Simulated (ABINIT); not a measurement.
Set up this calculation in ABINIT 10.8.3 (patched build), as the native input.

- Task: single point
- Functional: PBE
- Potentials or basis: JTH PAW PBE v2.0
- Cutoff: 408 eV
- k mesh: 7 × 7 × 10
- Occupations: fermi-dirac, width 0.05 eV
- Spin: no spin polarisation
- Fine-grid cutoff: 816.342 eV

Al:

```
CELL_PARAMETERS angstrom
4.54673 0.00000 0.00000
-2.27337 3.93758 0.00000
0.00000 0.00000 2.75393
ATOMIC_POSITIONS crystal
Al 0.33314 0.66047 0.49029
Al 0.66687 0.34561 0.50722
```

The cell was built by a generator and needn't be a form met in nature.

The cell isn't the ideal one: atoms moved at random, drawn with an rms of 0.05 Å.

These files were run (other wordings do the same):

run.abi

```
pp_dirpath "./"
pseudos "Al.GGA_PBE-JTH.xml"

acell 3*1.0
rprim
     8.5920744626     0.0000000000     0.0000000000
    -4.2960466799     7.4409477938     0.0000000000
     0.0000000000     0.0000000000     5.2041734664
ntypat 1
znucl 13
natom 2
typat 1 1
xred
     0.3331430000     0.6604680000     0.4902950000
     0.6668740000     0.3456110000     0.5072180000
chkprim 0
chksymtnons 0
tolsym 1.0e-6

ecut 15.0
pawecutdg 30.0
pawxcdev 0

kptopt 1
ngkpt 7 7 10
nshiftk 1
shiftk 0.0 0.0 0.0

ixc 11

nband 7
occopt 3
tsmear 0.05 eV

nstep 100
tolvrs 1.0e-9

iomode 3
prtwf 0
prteig 0
prtebands 0
enunit 2
prtden 1
prtvha 1
prtvclmb 1
prtpot 1
```

Potentials or basis: JTH PAW PBE v2.0.

Command:

```bash
$ abinit run.abi > log 2>&1
```

Results of the run:

| Property | Result |
| --- | --- |
| Pressure | 0.0 GPa |
| Largest force | 0.498 eV/Å |
| Band gap on the k mesh | none (metal or under the smearing width) |
| Valence electrons inside the program's atomic spheres | Al 0.74 (radii [1.0074] Å) |

Wall time 33 s on 1 thread of Arm Neoverse V1 (shared host), peak memory 0.14 GiB.
